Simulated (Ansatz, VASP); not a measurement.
## Ge in VASP and in Ansatz

File INCAR:

```
SYSTEM = Ge
ALGO     = Normal         ! electronic algorithm
EDIFF    = 1E-6           ! SCF threshold, eV
ENCUT    = 520            ! plane-wave cutoff, eV
GGA      = RP             ! functional
ISIF     = 2              ! what is computed and relaxed
ISMEAR   = -1             ! smearing method
LASPH    = .True.         ! aspherical terms in the spheres
LCHARG   = .False.        ! write CHGCAR
LREAL    = .False.        ! projectors in reciprocal space
LWAVE    = .False.        ! write WAVECAR
NBANDS   = 21             ! bands
NELM     = 60             ! most SCF steps
PREC     = Accurate       ! precision mode
SIGMA    = 0.05           ! smearing width, eV
```

Contents of KPOINTS:

```
k-points
0
Gamma
  10 10 6
  0 0 0
```

File POSCAR:

```
Ge
1.0
    1.4880529250     -2.5946896100      0.0000000000
    1.4880529250      2.5946896100      0.0000000000
    0.0000000000      0.0000000000      4.7275957900
Ge
2
Direct
    0.3334466300      0.6665533700      0.2500000000
    0.6665533700      0.3334466300      0.7500000000
```

File input.yaml:

```yaml
crystal:
  lattice:
    - [1.488052925, -2.59468961, 0.0]
    - [1.488052925, 2.59468961, 0.0]
    - [0.0, 0.0, 4.72759579]
  atoms:
    - { symbol: Ge, position: [0.33344663, 0.66655337, 0.25] }
    - { symbol: Ge, position: [0.66655337, 0.33344663, 0.75] }
hamiltonian:
  xc: rpbe
  pseudopotentials: { kind: paw }
kpoints:
  mp_grid: { grid: [10, 10, 6] }
  band_path:
    path:
      - [[0.0, 0.0, 0.0], [0.3322253894, 0.3322253894, 0.0], [0.0, 0.5, 0.0], [0.0, 0.5, 0.5], [0.3322253894, 0.3322253894, 0.5], [0.0, 0.0, 0.5], [0.0, 0.0, 0.0], [-0.5, 0.5, 0.0], [-0.3322253894, 0.6677746106, 0.0], [-0.3322253894, 0.6677746106, 0.5], [-0.5, 0.5, 0.5], [-0.5, 0.5, 0.0]]
      - [[0.0, 0.0, 0.5], [-0.5, 0.5, 0.5]]
    npoints: 14
scf:
  occupations: { method: fermi_dirac, width: 0.05 }
  n_extra_bands: 6
output:
  forces: true
  stress: true
  eigenvalues: true
  fatbands: false
  write_density: true
  write_potential: true
  elf: true
  volumetric_format: npy
```

This isn't the form of Ge at room conditions, which is diamond.

Alike in both runs: functional RPBE; k mesh 10 × 10 × 6; occupations fermi-dirac, width 0.05 eV; no spin polarisation.

```csv
,VASP,Ansatz
version,VASP 6.6.1,Ansatz 0.2.0
potentials or method,"VASP PAW PBE potentials, release 64 (Ge_d)",Ansatz PAW
plane-wave cutoff (eV),520,420
valence electrons in the cell,28,28
task,single point,band structure
```

```csv
,VASP,Ansatz,Ansatz less VASP
gap on the k mesh at the Fermi level (eV),none,none,-
pressure (GPa),5.9,6.0,+0.12
largest component of the traceless stress (GPa),1.73,1.74,+0.008
```

A gap of «none» marks a metal or a gap that the smearing closes. The functional is the same, so the differences come from potentials, cutoffs and numerics.

Caveats: the PAW data sets were made with another functional, which shifts forces and pressure a little (VASP); the PAW data sets come from PBE, with cores solved anew for the run's functional, which leaves a small shift of forces and pressure (Ansatz).
